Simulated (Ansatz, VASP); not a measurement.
Al: VASP beside Ansatz

The input INCAR:

```
ALGO = Normal
EDIFF = 1E-6
ENCUT = 520
GGA = PE
ISIF = 2
ISMEAR = 0
LASPH = True
LCHARG = False
LREAL = False
LWAVE = False
NBANDS = 8
NELM = 60
PREC = Accurate
SIGMA = 0.15
```

KPOINTS

```
k-points
0
Gamma
  22 22 22
```

Contents of POSCAR:

```
Al
1.0
   -1.4052151856      1.4052151856      2.2002859376
    1.4052151856     -1.4052151856      2.2002859376
    1.4052151856      1.4052151856     -2.2002859376
Al
1
Direct
    0.0000000000      0.0000000000      0.0000000000
```

Input for Ansatz:

```yaml
crystal:
  lattice:
    - [-1.4052151856, 1.4052151856, 2.2002859376]
    - [1.4052151856, -1.4052151856, 2.2002859376]
    - [1.4052151856, 1.4052151856, -2.2002859376]
  atoms:
    - { symbol: Al, position: [0.0, 0.0, 0.0] }
basis:
  ecutwfc: 420
kpoints:
  mp_grid: { grid: [22, 22, 22] }
hamiltonian:
  xc: pbe
scf:
  occupations: { method: gaussian, width: 0.15 }
output:
  forces: true
  stress: true
  eigenvalues: true
```

Alike in both runs: task single point; functional PBE; k mesh 22 × 22 × 22; occupations gaussian, width 0.15 eV; no spin polarisation.

|  | VASP | Ansatz |
| --- | --- | --- |
| version | VASP 6.6.1 | Ansatz 0.2.0 |
| potentials or method | VASP PAW PBE potentials, release 64 (Al) | scalar-relativistic, plane waves, PAW |
| plane-wave cutoff (eV) | 520 | 420 |
| valence electrons in the cell | 3 | 3 |

Ansatz gave:

| Quantity | Value |
| --- | --- |
| gap on the k mesh at the Fermi level (eV) | none |
| pressure (GPa) | -3.0 |
| largest component of the traceless stress (GPa) | 2.86 |

**Question.** What did VASP give for the same quantities?

**Answer.** gap on the k mesh at the Fermi level (eV): none; pressure (GPa): -3.0; largest component of the traceless stress (GPa): 2.84.

A gap of «none» marks a metal or a gap that the smearing closes. With one functional, cell and mesh, what is left measures potentials, basis and numerics.
